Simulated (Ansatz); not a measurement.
MgO: moving O off its site

MgO, Fm-3m, a = 4.270 Å (as given, not relaxed at this level: -11.6 GPa). Ansatz: LDA, PAW, 420 eV, Γ-centred 10×10×10 mesh on 2 atoms, Gaussian smearing 0.05 eV; no spin polarisation.

```yaml
crystal:
  lattice:
    - [0.00000, 2.13515, 2.13515]
    - [2.13515, 0.00000, 2.13515]
    - [2.13515, 2.13515, 0.00000]
  atoms:
    - { symbol: Mg, position: [0.00000, 0.00000, 0.00000] }
    - { symbol: O, position: [0.50000, 0.50000, 0.50000] }
```

Atom 2 (O) moves by x along the unit vector (0.000, 0.000, 1.000), with its periodic images; all else is held. y is the free energy of the cell over the start, F the force along the path summed over the moved atoms. Symmetry makes y even in x.

| x (Å) | y (meV) | F (eV/Å) |
| --- | --- | --- |
| -0.1000 | 20.54 | 0.43 |
| -0.0500 | 4.98 | 0.20 |
| 0.0000 | 0.00 | 0.00 |
| 0.0125 | 0.31 | -0.05 |
| 0.0250 | 1.24 | -0.10 |
| 0.0375 | 2.79 | -0.15 |
| 0.0625 | 7.83 | -0.25 |
| 0.0750 | 11.35 | -0.31 |
| 0.0875 | ? | ? |

Q: Fit y = c2 x² + c4 x⁴ to the energies of the other rows, give the force constant, and predict energy and force of the missing row.

A: Least squares on the rows shown. y = 1972.1 x² + 8189.0 x⁴. The force constant is 2 c2 = 3.94 eV/Å², for the cell as given, at -11.6 GPa (for all images moving together, not for a lone atom). With two atoms in a cubic cell this is the optical mode at Γ without the LO field: ω = 521.5 √(2 c2/μ) = 333 cm⁻¹ for μ = 9.65 u. The force −dy/dx at the missing row is -0.37 eV/Å (computed -0.37). At x = 0.0875 the fit asked for gives 15.58 meV. The run gave 15.58 meV, the same to the digits shown.